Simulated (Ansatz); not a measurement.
# CuO (Tenorite): the cost of one run

Program: Ansatz 0.2.0. Level of theory: DFT PBE, scalar-relativistic, plane waves, PAW. These are calculated values, not measurements.

2 further runs of the same task are left out: 2 set aside as unsound or not needed.

### 1 The system as given

The structure is orthorhombic, space group Cccm (No. 66). Conventional cell: a = 4.165 Å, b = 4.176 Å, c = 5.151 Å, α = 90.00°, β = 90.00°, γ = 90.00°. Cu (site symmetry 2/m) is surrounded by 4 O at 1.96 Å. O (site symmetry 222) has 4 Cu at 1.96 Å as nearest neighbours.

As a file:

```
CELL_PARAMETERS angstrom
2.08142 -2.08242 0.16296
2.08142 2.08242 0.16296
-0.40353 0.00000 5.13527
ATOMIC_POSITIONS crystal
Cu 0.00000 0.50000 0.00000
Cu 0.50000 0.00000 0.50000
O 0.50008 0.49992 0.25000
O 0.49992 0.50008 0.75000
```

This cell was relaxed beforehand with the same method: volume 11.20 Å³/atom, gap on the mesh none (metal).

### 2 The bulk in the cell of the plane

The input, input.yaml:

```yaml
crystal:
  lattice:
    - [2.9487853379, 0.0, 0.0]
    - [-0.006561544, 5.9349027735, 0.0]
    - [-0.0075954162, 1.4645962699, 2.5593426979]
  atoms:
    - { symbol: Cu, position: [0.0, 0.0, 0.5] }
    - { symbol: Cu, position: [0.5, 0.5, 0.5] }
    - { symbol: O, position: [0.4999171481, 0.25, 0.2499171481] }
    - { symbol: O, position: [0.5000828519, 0.75, 0.7500828519] }
basis:
  ecutwfc: 420
kpoints:
  mp_grid: { grid: [12, 6, 13] }
hamiltonian:
  xc: pbe
scf:
  occupations: { method: gaussian, width: 0.1 }
output:
  forces: true
  stress: true
  eigenvalues: true
```

Started as:

```sh
ansatz run input.yaml --threads 1 --pin off --max-ram 2560MiB --backend cpu --events-out ev --progress --plain --runs-dir out
```

Q: Estimate wall time and peak memory on 1 thread of Arm Neoverse V1, shared host.

About 31 s, with a peak of 0.66 GiB.
